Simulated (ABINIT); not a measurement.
The system is KTaO3.

```
Ta K O
1.0
     3.98830    0.00000    0.00000
     0.00000    3.98830    0.00000
     0.00000    0.00000    3.98830
Ta K O
1 1 3
Cartesian
  0.0000 0.0000 0.0000
  1.9942 1.9942 1.9942
  0.0000 0.0000 1.9942
  0.0000 1.9942 0.0000
  1.9942 0.0000 0.0000
```

Base run:

* Program: ABINIT 10.8.3 (patched build)
* Functional: PBE
* Potentials or basis: JTH PAW PBE v2.0
* Cutoff: 626 eV
* k mesh: 4 × 4 × 4
* Occupations: fermi-dirac, width 0.05 eV
* Spin: no spin polarisation

Its results: band gap on the k mesh 2.16 eV, indirect (least direct gap 2.78 eV); pressure 5.6 GPa.

Q: The run is repeated on the same cell with these changes: k mesh from 4 × 4 × 4 to 3 × 3 × 3. What comes out?

A: Band gap on the k mesh 2.40 eV, indirect (least direct gap 2.73 eV); pressure 5.8 GPa.

Caveats: some runs use coarse meshes; spin-orbit coupling is left out, which moves the levels of the heavy elements; the atomic spheres overlap; an odd mesh through Γ misses points on the zone boundary, where band edges often lie (some runs).
